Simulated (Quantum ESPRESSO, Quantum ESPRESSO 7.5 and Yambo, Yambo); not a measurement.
# NaCl (Fm-3m): G0W0 on several meshes in Yambo

Aim: the GW shift of NaCl (Fm-3m) against the k mesh.

Calculated with Quantum ESPRESSO 7.5 and Yambo 5.3.0; PBE and many-body steps on it, plane waves.

Report form: the programs' logs are mostly left out.

The database entry behind the starting cell differs from later determinations by our own check (an axis about 0.4 % short against later determinations), so it need not match the best structure at ambient conditions.

### 1. The structure

It takes space group Fm-3m (No. 225, cubic). The conventional cell has a = 5.620 Å, b = 5.620 Å, c = 5.620 Å, α = 90.00°, β = 90.00°, γ = 90.00°. Nearest to Na lie 6 Cl at 2.81 Å. Nearest to Cl lie 6 Na at 2.81 Å. Farther neighbours and most contacts between anions are not listed.

The cell and positions come from the Crystallography Open Database and are kept as given unless a step says otherwise.

### 2. Empty states on the mesh, 2×2×2 mesh, 140 bands

This step: Quantum ESPRESSO 7.5; DFT, PBE, plane waves, norm-conserving pseudopotentials.

The sums over transitions need many empty states on a uniform mesh; this step solves for them.

pw.in reads:

```
&control
  calculation = 'nscf'
  prefix = 'x'
  outdir = 'o'
  pseudo_dir = 'pseudo'
/
&system
  ibrav = 0
  nat = 2
  ntyp = 2
  ecutwfc = 76.0
  nbnd = 140
  force_symmorphic = .true.
/
&electrons
  conv_thr = 1e-9
  electron_maxstep = 80
  diago_full_acc = .true.
  diago_thr_init = 5e-6
/
ATOMIC_SPECIES
  Na 22.99 Na.upf
  Cl 35.45 Cl.upf
CELL_PARAMETERS angstrom
  0.0000000000 2.8100000000 2.8100000000
  2.8100000000 0.0000000000 2.8100000000
  2.8100000000 2.8100000000 0.0000000000
ATOMIC_POSITIONS crystal
  Na 0.0000000000 0.0000000000 0.0000000000
  Cl 0.5000000000 0.5000000000 0.5000000000
K_POINTS automatic
  2 2 2 0 0 0
```

Run with:

```console
> OMP_NUM_THREADS=1 mpirun -n 4 pw.x -nk 4 -in pw.in > pw.out
```

Elapsed: 5.3 s, on 4 MPI ranks of Arm Neoverse V1, shared host; peak memory 0.32 GiB.

Numbers from this step:

```
gap                                                           : 5.150 eV
k of the valence top                                          : 0, 0, 0
k of the conduction bottom                                    : 0, 0, 0
least direct gap                                              : 5.150 eV
k points computed                                             : 3
lowest point of the top converged band, above the valence top : 110.2814 eV
```

On this mesh the gap is 5.150 eV.

The density comes from a self-consistent run that is not shown.

### 3. Conversion and set-up

This step: Yambo 5.3.0; conversion and set-up on PBE, plane waves, norm-conserving pseudopotentials.

The states are converted to the many-body program's format and the q mesh is built.

Run with:

```console
> (cd o/x.save; p2y > p2y.log; mv SAVE ../..); yambo > setup.log
```

Elapsed: 2.2 s, on 1 MPI rank; peak memory 0.24 GiB.

### 4. 2×2×2

G0W0 replaces the xc potential by the self-energy, built once from these orbitals. Only a window of levels is corrected, while the sums run over the empty bands that the input names.

This step: G0W0 on PBE, plane waves, norm-conserving pseudopotentials.

gw13.in reads:

```
HF_and_locXC
gw0
dyson
ppa
em1d
rim_cut
RandQpts= 1000000
RandGvec= 1 RL
EXXRLvcs= 76 Ry
VXCRLvcs= 304 Ry
Chimod= "HARTREE"
% BndsRnXp
 1 | 140 |
%
NGsBlkXp= 15.5 Ry
% LongDrXp
 1 | 1 | 1 |
%
% GbndRnge
 1 | 140 |
%
DysSolver= "n"
ExtendOut
PPAPntXp= 27.21138 eV
% QPkrange
 1 | 1 | 7 | 10 |
%
```

Run with:

```console
> OMP_NUM_THREADS=1 mpirun -n 4 yambo -F gw13.in -J gw13 -C gw13 > gw13.log
```

Wall time 10 s (4 MPI ranks); peak memory 1.3 GiB; 37 s of CPU time.

Numbers from this step:

```
G0W0 gap on the points computed              : 7.917 eV
starting gap on the mesh                     : 5.150 eV
k of the valence top                         : 0, 0, 0
k of the conduction bottom                   : 0, 0, 0
least direct G0W0 gap on the computed points : 7.917 eV
Z at the valence top                         : 0.8135
Z at the conduction bottom                   : 0.8598
```

The gap on the mesh goes from 5.15 eV to 7.92 eV, a correction of +2.77 eV.

### 5. Empty states on the mesh, 6×6×6 mesh, 140 bands

This step: Quantum ESPRESSO 7.5; DFT, PBE, plane waves, norm-conserving pseudopotentials.

Edit pw.in of step 2 so:

```diff
@@ -31,2 +31,2 @@
 K_POINTS automatic
-  2 2 2 0 0 0
+  6 6 6 0 0 0
```

Run with:

```console
> OMP_NUM_THREADS=1 mpirun -n 4 pw.x -nk 4 -in pw.in > pw.out
```

It took 19 s on 4 MPI ranks; peak memory 0.36 GiB; 74 s of CPU time.

This step gave:

```
gap                                                           : 5.150 eV
k of the valence top                                          : 0, 0, 0
k of the conduction bottom                                    : 0, 0, 0
least direct gap                                              : 5.150 eV
k points computed                                             : 16
lowest point of the top converged band, above the valence top : 110.2814 eV
```

On this mesh the gap is 5.150 eV.

### 6. Conversion and set-up

This step: Yambo 5.3.0; conversion and set-up on PBE, plane waves, norm-conserving pseudopotentials.

Run with:

```console
> (cd o/x.save; p2y > p2y.log; mv SAVE ../..); yambo > setup.log
```

Wall time 2.6 s (1 MPI rank); peak memory 0.24 GiB.

### 7. 6×6×6

This step: G0W0 on PBE, plane waves, norm-conserving pseudopotentials.

gw14.in reads:

```
HF_and_locXC
gw0
dyson
ppa
em1d
rim_cut
RandQpts= 1000000
RandGvec= 1 RL
EXXRLvcs= 76 Ry
VXCRLvcs= 304 Ry
Chimod= "HARTREE"
% BndsRnXp
 1 | 140 |
%
NGsBlkXp= 15.5 Ry
% LongDrXp
 1 | 1 | 1 |
%
% GbndRnge
 1 | 140 |
%
DysSolver= "n"
ExtendOut
PPAPntXp= 27.21138 eV
% QPkrange
 1 | 1 | 7 | 10 |
%
```

Run with:

```console
> OMP_NUM_THREADS=1 mpirun -n 4 yambo -F gw14.in -J gw14 -C gw14 > gw14.log
```

Wall time 9.9 min (4 MPI ranks); peak memory 2.1 GiB; 40 min of CPU time.

This step gave:

```yaml
g0w0_gap_on_the_points_computed: 8.092 eV
starting_gap_on_the_mesh: 5.150 eV
k_of_the_valence_top: 0, 0, 0
k_of_the_conduction_bottom: 0, 0, 0
least_direct_g0w0_gap_on_the_computed_points: 8.092 eV
z_at_the_valence_top: 0.8131
z_at_the_conduction_bottom: 0.8675
```

Against G0W0 in Yambo (2×2×2 mesh, 140 bands, screening to 210.9 eV, Godby-Needs plasmon pole), the gap moves by +0.175 eV.

### 8. Side by side

Times are wall times on 4 MPI ranks of Arm Neoverse V1, shared host, good to a factor of about two.

```tsv
run	mesh	bands	screening cutoff (eV)	DFT gap (eV)	gap on the mesh (eV)	direct (eV)	time
2×2×2	2×2×2	140	210.9	5.150	7.917	7.917	10 s
6×6×6	6×6×6	140	210.9	5.150	8.092	8.092	9.9 min
```

### 9. What came out

* 2×2×2: 7.917 eV
* 6×6×6: 8.092 eV
* known limits: not at the basis limit; coarse k mesh

6×6×6: +0.175 eV against 2×2×2. Bands and cutoff are finite, so the gap is not at the basis limit. The miss can reach some tenths of an eV and take either sign; the mesh is an error of its own. In the G0W0 runs levels were corrected at 1 k point alone, so a gap called «on the mesh» is the least over those, and an edge elsewhere would be missed. The 2×2×2 mesh is coarse for this cell, which bears on the long-range parts of exchange and screening.

[Paths, hosts, dates, memory and timing lines, banners, echoed tables and standing remarks are left out of the program output.]

[Logs are printed without paths, hosts, clocks, repeated set-up lines and the standing remarks that a program may print on its own settings, such as how far it seeks lower states.]

[Runs of the session that timed out or met a known fault of the program may be left out.]

[Hosts, paths, dates, database ids (printed as entryN), source tags and the programs' standing remarks are cut or masked in the printed files.]
